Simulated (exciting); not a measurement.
# BP (F-43m) in exciting: single point with PBE

Aim: the single point of BP with PBE.

Program: exciting (release sodium). These are calculated values, not measurements. Logs are shortened: lines on timing, memory, paths and dates and some standing lists are left out, and cuts for length are marked.

### 1 The structure

Symmetry: F-43m, No. 216, cubic system. The conventional cell has a = 4.538 Å, b = 4.538 Å, c = 4.538 Å, α = 90.00°, β = 90.00°, γ = 90.00°. P (site symmetry -43m) has 4 B at 1.97 Å as nearest neighbours. B (site symmetry -43m) has 4 P at 1.97 Å as nearest neighbours.

### 2 Single point, PBE

input.xml

```xml
<input>
  <title>BP</title>
  <structure speciespath="./" tshift="false">
    <crystal scale="1">
      <basevect>0.000000000000 4.287788576776 4.287788576776</basevect>
      <basevect>4.287788576776 0.000000000000 4.287788576776</basevect>
      <basevect>4.287788576776 4.287788576776 0.000000000000</basevect>
    </crystal>
    <species speciesfile="P.xml" rmt="2">
      <atom coord="0.750000000000 0.750000000000 0.750000000000"/>
    </species>
    <species speciesfile="B.xml" rmt="1.45">
      <atom coord="0.000000000000 0.000000000000 0.000000000000"/>
    </species>
  </structure>
  <groundstate do="fromscratch" ngridk="10 10 10" rgkmax="7" gmaxvr="14" lmaxapw="10" lmaxmat="10" lmaxvr="8" xctype="GGA_PBE" stype="Gaussian" swidth="0.00040424" nempty="10" ValenceRelativity="iora*" epsengy="1e-05" epspot="1e-05" maxscl="60" tforce="true" outputlevel="high"/>
</input>
```

Potentials or basis: all-electron LAPW+lo, shipped species files, valence relativity iora*.

On the command line:

```console
$ OMP_NUM_THREADS=1 exciting_smp
```

INFO.OUT:

```text
================================================================================
EXCITING SODIUM started
[... 10 lines left out ...]

 Lattice vectors (cartesian) :
      0.0000000000      4.2877885768      4.2877885768
      4.2877885768      0.0000000000      4.2877885768
      4.2877885768      4.2877885768      0.0000000000

 Reciprocal lattice vectors (cartesian) :
     -0.7326836660      0.7326836660      0.7326836660
      0.7326836660     -0.7326836660      0.7326836660
      0.7326836660      0.7326836660     -0.7326836660

 Unit cell volume                           :     157.6631083321
 Brillouin zone volume                      :       1.5732926749

 Species :    1 (P)
     parameters loaded from                 :    P.xml
     name                                   :    phosphorus
     nuclear charge                         :     -15.00000000
     electronic charge                      :      15.00000000
     atomic mass                            :   56461.71408000
     muffin-tin radius                      :       2.00000000
     # of radial points in muffin-tin       :     300

     atomic positions (lattice) :
       1 :   0.75000000  0.75000000  0.75000000

 Species :    2 (B)
     parameters loaded from                 :    B.xml
     name                                   :    boron
     nuclear charge                         :      -5.00000000
     electronic charge                      :       5.00000000
     atomic mass                            :   19707.24741000
     muffin-tin radius                      :       1.45000000
     # of radial points in muffin-tin       :     250

     atomic positions (lattice) :
       1 :   0.00000000  0.00000000  0.00000000

 Total number of atoms per unit cell        :       2

 Spin treatment                             :    spin-unpolarised

 Number of Bravais lattice symmetries       :      48
 Number of crystal symmetries               :      24

 k-point grid                               :      10   10   10
 Total number of k-points                   :      73
 k-point set is reduced with crystal symmetries

 R^MT_min * |G+k|_max (rgkmax)              :       7.00000000
 Species with R^MT_min                      :       2 (B)
 Maximum |G+k| for APW functions            :       4.82758621
 Maximum |G| for potential and density      :      14.00000000
 Polynomial order for pseudochg. density    :       9

 G-vector grid sizes                        :      30    30    30
 Total number of G-vectors                  :    7391

 Maximum angular momentum used for
     APW functions                          :      10
     computing H and O matrix elements      :      10
     potential and density                  :       8
     inner part of muffin-tin               :       2

 Total nuclear charge                       :     -20.00000000
 Total electronic charge                    :      20.00000000
 Total core charge                          :      12.00000000
 Total valence charge                       :       8.00000000

 Effective Wigner radius, r_s               :       1.23463095

 Number of empty states                     :      10
 Total number of valence states             :      15

 Maximum Hamiltonian size                   :     319
 Maximum number of plane-waves              :     311
 Total number of local-orbitals             :       8

 Exchange-correlation type                  :      20
     Perdew-Burke-Ernzerhof, Phys. Rev. Lett. 77, 3865 (1996)
     Generalised gradient approximation (GGA)

 Smearing scheme                            :    Gaussian
 Smearing width                             :       0.00040424

 Using multisecant Broyden potential mixing
[... 6 lines left out ...]
* Groundstate module started                                                   *
********************************************************************************
 Output level for this task is set to high

++++++++++++++++++++++++++++++++++++++++++++++++++++++++++++++++++++++++++++++++
[... 5 lines left out ...]
+ SCF iteration number :    1                                                  +
++++++++++++++++++++++++++++++++++++++++++++++++++++++++++++++++++++++++++++++++
 Total energy                               :      -367.33241812
 _______________________________________________________________
 Fermi energy                               :         0.29261484
 Kinetic energy                             :       367.77818755
 Coulomb energy                             :      -707.75110973
 Exchange energy                            :       -26.58731583
 Correlation energy                         :        -0.77218011
 Sum of eigenvalues                         :      -200.59979767
 Effective potential energy                 :      -568.37798522
 Coulomb potential energy                   :      -533.05858169
 xc potential energy                        :       -35.31940353
 Hartree energy                             :       111.43738086
 Electron-nuclear energy                    :      -755.93334341
 Nuclear-nuclear energy                     :       -63.25514718
 Madelung energy                            :      -441.22181889
 Core-electron kinetic energy               :         0.00000000

 DOS at Fermi energy (states/Ha/cell)       :         0.00000000

 Electron charges :
     core                                   :        12.00000000
     core leakage                           :         0.00176704
     valence                                :         8.00000000
     interstitial                           :         3.79783281
     charge in muffin-tin spheres :
                  atom     1     P          :        12.76546541
                  atom     2     B          :         3.43670177
     total charge in muffin-tins            :        16.20216719
     total charge                           :        20.00000000

 Estimated fundamental gap                  :         0.07367910
        valence-band maximum at    1      0.0000  0.0000  0.0000
     conduction-band minimum at   35      0.4000  0.4000  0.0000

++++++++++++++++++++++++++++++++++++++++++++++++++++++++++++++++++++++++++++++++
+ SCF iteration number :    2                                                  +
++++++++++++++++++++++++++++++++++++++++++++++++++++++++++++++++++++++++++++++++
 Total energy                               :      -367.48656161
 _______________________________________________________________
 Fermi energy                               :         0.30256823
 Kinetic energy                             :       367.75802450
 Coulomb energy                             :      -707.89109690
 Exchange energy                            :       -26.57927924
 Correlation energy                         :        -0.77420996
 Sum of eigenvalues                         :      -200.51209557
 Effective potential energy                 :      -568.27012007
 Coulomb potential energy                   :      -532.95763052
 xc potential energy                        :       -35.31248955
 Hartree energy                             :       111.67831920
 Electron-nuclear energy                    :      -756.31426892
 Nuclear-nuclear energy                     :       -63.25514718
 Madelung energy                            :      -441.41228164
 Core-electron kinetic energy               :         0.00000000
[... 696 lines left out ...]
+ SCF iteration number :   19                                                  +
++++++++++++++++++++++++++++++++++++++++++++++++++++++++++++++++++++++++++++++++
 Total energy                               :      -366.98012627
 _______________________________________________________________
 Fermi energy                               :         0.31812986
 Kinetic energy                             :       368.05938914
 Coulomb energy                             :      -707.71309016
 Exchange energy                            :       -26.54931881
 Correlation energy                         :        -0.77710644
 Sum of eigenvalues                         :      -200.04997219
 Effective potential energy                 :      -568.10936133
 Coulomb potential energy                   :      -532.83140648
 xc potential energy                        :       -35.27795485
 Hartree energy                             :       111.62653650
 Electron-nuclear energy                    :      -756.08447948
 Nuclear-nuclear energy                     :       -63.25514718
 Madelung energy                            :      -441.29738692
 Core-electron kinetic energy               :         0.00000000

 DOS at Fermi energy (states/Ha/cell)       :         0.00000000

 Electron charges :
     core                                   :        12.00000000
     core leakage                           :         0.00178543
     valence                                :         8.00000000
     interstitial                           :         3.85240175
     charge in muffin-tin spheres :
                  atom     1     P          :        12.92342131
                  atom     2     B          :         3.22417694
     total charge in muffin-tins            :        16.14759825
     total charge                           :        20.00000000

 Estimated fundamental gap                  :         0.04586428
        valence-band maximum at    1      0.0000  0.0000  0.0000
     conduction-band minimum at   35      0.4000  0.4000  0.0000

 RMS change in effective potential (target) :  0.595646E-06  ( 0.100000E-04)
 Absolute change in total energy   (target) :  0.197710E-05  ( 0.100000E-04)
 Charge distance                   (target) :  0.256062E-07  ( 0.100000E-04)
 Abs. change in max-nonIBS-force   (target) :   0.00000      ( 0.500000E-04)

++++++++++++++++++++++++++++++++++++++++++++++++++++++++++++++++++++++++++++++++
| Convergency criteria checked for the last 2 iterations                       +
| Convergence targets achieved. Performing final SCF iteration                 +
++++++++++++++++++++++++++++++++++++++++++++++++++++++++++++++++++++++++++++++++
 Total energy                               :      -366.98012739
 _______________________________________________________________
 Fermi energy                               :         0.31812986
 Kinetic energy                             :       368.05938869
 Coulomb energy                             :      -707.71309080
 Exchange energy                            :       -26.54931885
 Correlation energy                         :        -0.77710644
 Sum of eigenvalues                         :      -200.04997279
 Effective potential energy                 :      -568.10936147
 Coulomb potential energy                   :      -532.83140658
 xc potential energy                        :       -35.27795489
 Hartree energy                             :       111.62653704
 Electron-nuclear energy                    :      -756.08448066
 Nuclear-nuclear energy                     :       -63.25514718
 Madelung energy                            :      -441.29738751
 Core-electron kinetic energy               :         0.00000000

 DOS at Fermi energy (states/Ha/cell)       :         0.00000000

 Electron charges :
     core                                   :        12.00000000
     core leakage                           :         0.00178543
     valence                                :         8.00000000
     interstitial                           :         3.85240171
     charge in muffin-tin spheres :
                  atom     1     P          :        12.92342142
                  atom     2     B          :         3.22417687
     total charge in muffin-tins            :        16.14759829
     total charge                           :        20.00000000

 Estimated fundamental gap                  :         0.04586428
        valence-band maximum at    1      0.0000  0.0000  0.0000
     conduction-band minimum at   35      0.4000  0.4000  0.0000

++++++++++++++++++++++++++++++++++++++++++++++++++++++++++++++++++++++++++++++++
+ Self-consistent loop stopped                                                 +
++++++++++++++++++++++++++++++++++++++++++++++++++++++++++++++++++++++++++++++++
 STATE.OUT is written

--------------------------------------------------------------------------------
- Writing atomic positions and forces                                          -
--------------------------------------------------------------------------------

 Atomic positions (lattice) :
 atom     1   P  :     0.75000000    0.75000000    0.75000000
 atom     2   B  :     0.00000000    0.00000000    0.00000000

 Total atomic forces including IBS (cartesian) :
 atom     1   P  :    -0.00000000   -0.00000000   -0.00000000
 atom     2   B  :     0.00000000    0.00000000    0.00000000

 Atomic force components including IBS (cartesian) :
 atom     1   P  :     0.00000000   -0.00000000   -0.00000000   HF force
                 :    -0.00000000   -0.00000000    0.00000000   core correction
                 :    -0.00000000   -0.00000000    0.00000000   IBS correction
 atom     2   B  :    -0.00000000    0.00000000    0.00000000   HF force
                 :     0.00000000    0.00000000   -0.00000000   core correction
                 :     0.00000000    0.00000000   -0.00000000   IBS correction

********************************************************************************
* Groundstate module stopped                                                   *
********************************************************************************

================================================================================
| EXCITING SODIUM stopped                                                      =
================================================================================
```

Run time: 3.2 min. Hardware: 1 thread of Arm Neoverse V1, shared host; peak memory 0.12 GiB.

Results:

| Property | Result |
| --- | --- |
| Free energy | -9986.0380 eV |
| Band gap on the k mesh | 1.25 eV, indirect (least direct gap 3.41 eV) |
| All electrons inside the program's atomic spheres | P 12.92; B 3.22 (radii P 2.0, B 1.45 bohr) |

A k mesh can miss the band edges.
